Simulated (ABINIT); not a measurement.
MgB2:

```
CELL_PARAMETERS angstrom
3.08500 0.00000 0.00000
-1.54250 2.67169 0.00000
0.00000 0.00000 3.52300
ATOMIC_POSITIONS crystal
Mg 0.00000 0.00000 0.00000
B 0.66667 0.33333 0.50000
B 0.33333 0.66667 0.50000
```

Base run:

* Program: ABINIT 10.8.3 (patched build)
* Functional: PBEsol
* Potentials or basis: PseudoDojo NC SR PBEsol v0.4.1 standard
* Cutoff: 1034 eV
* k mesh: 8 × 8 × 6
* Occupations: fermi-dirac, width 0.05 eV
* Spin: no spin polarisation

Its results: band gap on the k mesh none (metal or under the smearing width); pressure -3.3 GPa.

Q: The run is repeated on the same cell with these changes: functional from PBEsol to PBE; potentials or basis from PseudoDojo NC SR PBEsol v0.4.1 standard to PseudoDojo NC SR PBE v0.4.1 standard; cutoff from 1034 eV to 1088 eV. What comes out?

A: Band gap on the k mesh none (metal or under the smearing width); pressure -1.0 GPa.
